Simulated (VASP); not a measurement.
VASP inputs for Be₂C (strained antifluorite)

INCAR

```
ISMEAR = -1
NBANDS = 11
NELM = 120
PREC = Accurate
IBRION = -1
GGA = PE
ENCUT = 520
ISIF = 2
LREAL = .FALSE.
LCHARG = .FALSE.
SIGMA = 0.02
LWAVE = .FALSE.
NSW = 0
LASPH = .TRUE.
EDIFF = 1E-7
```

KPOINTS

```
KPOINTS created by Atomic Simulation Environment
0
Gamma
10 10 10
0 0 0
```

KPOINTS_OPT

```
special points
7
Reciprocal
0.0000000000 0.0000000000 0.0000000000 1
0.5000000000 0.0000000000 0.5000000000 1
0.6250000000 0.2500000000 0.6250000000 1
0.3750000000 0.3750000000 0.7500000000 1
0.5000000000 0.5000000000 0.5000000000 1
0.5000000000 0.2500000000 0.7500000000 1
0.5000000000 0.5000000000 0.0000000000 1
```

POSCAR

```
C  Be
 1.0000000000000000
     0.0000000000000000    2.1604856385000000    2.1496832103000001
     2.1604856385000000    0.0000000000000000    2.1496832103000001
     2.1604856385000000    2.1604856385000000    0.0000000000000000
 C   Be
   1   2
Cartesian
  0.0000000000000000  0.0000000000000000  0.0000000000000000
  1.0802428192500000  1.0802428192500000  1.0748416051500000
  3.2407284577500004  3.2407284577500004  3.2245248154500001
```

VASP ran with the recommended PBE PAW datasets (8 valence electrons in the cell).

Q: What does this run give?

A: gap between bands v and c 1.09 eV; least direct gap 4.07 eV; pressure 2.5 GPa.

Band v is the last that the valence electrons fill when counted band by band, and c is the next. Levels in eV from the top of v:

| point | v−1 | v | c | c+1 |
| --- | --- | --- | --- | --- |
| Γ | -0.04 | 0.00 | 4.07 | 4.14 |
| X | -4.80 | -4.77 | 1.16 | 5.80 |
| K | -6.32 | -4.09 | 3.24 | 8.27 |
| L | -1.91 | -1.84 | 4.97 | 5.03 |
| W | -6.00 | -5.93 | 5.69 | 8.13 |
